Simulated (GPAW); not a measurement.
A run of GPAW 26.7.0:

File run.py:

```python
from ase import Atoms
from ase.dft.bandgap import bandgap
from ase.io import write
from ase.units import GPa
from gpaw import GPAW, PW, setup_paths

setup_paths.insert(0, '.')

atoms = Atoms(['Co', 'Co', 'Ti', 'Ti', 'Ti', 'Ti'],
              cell=[[0.0, 3.365, 3.365],
                    [3.365, 0.0, 3.365],
                    [3.365, 3.365, 0.0]],
              scaled_positions=[[0.75, 0.75, 0.75],
                                [0.5, 0.5, 0.5],
                                [0.125, 0.625, 0.125],
                                [0.125, 0.125, 0.625],
                                [0.625, 0.125, 0.125],
                                [0.125, 0.125, 0.125]],
              pbc=True)
atoms.set_initial_magnetic_moments([2.0, 2.0, 1.0, 1.0, 1.0, 1.0])

calc = GPAW(mode=PW(600),
            xc='PBEsol',
            kpts={'size': (5, 5, 5), 'gamma': True},
            occupations={'name': 'fermi-dirac', 'width': 0.05},
            setups={'Co': ':d,1.0'},
            nbands=61,
            convergence={'density': 1e-05, 'energy': 1e-05},
            maxiter=150,
            txt='gpaw.txt')
atoms.calc = calc
energy = atoms.get_potential_energy()
forces = atoms.get_forces()
stress = atoms.get_stress()
calc.write('gs.gpw')
write('result.traj', atoms)
print(f'Energy: {energy:.6f} eV')
print('Forces (eV/A):')
print(forces.round(4))
print('Stress (GPa):', (stress / GPa).round(3))
print('Moments:', calc.get_magnetic_moments().round(3))
print('Fermi level:', round(calc.get_fermi_level(), 4), 'eV')
print(f'Gap: {bandgap(calc)[0]:.4f} eV, direct: {bandgap(calc, direct=True)[0]:.4f} eV')

path = atoms.cell.bandpath('GXWKGLUWLK,UX', npoints=60, eps=1e-4)
bs_calc = calc.fixed_density(kpts=path, symmetry='off', nbands=84,
                             convergence={'bands': 'CBM+6.0', 'eigenstates': 1e-6}, txt='bands.txt')
bs = bs_calc.band_structure()
bs.write('bs.json')
print(f'Gap on the path: {bandgap(bs_calc)[0]:.4f} eV')
```

Potentials or basis: PAW data sets generated in the run's folder for this functional, pw.

Run with:

```console
$ gpaw-setup -f PBEsol Co Ti
$ OMP_NUM_THREADS=1 python run.py
```

Hardware: 1 thread of Arm Neoverse V1, with other jobs on the host.

How long does it take, and how much memory?

Run time: 11 min on 1 thread of Arm Neoverse V1 (shared host), peak memory 0.75 GiB. Counts: scf iterations 31, plane waves 2637, bands 61, k points 10.
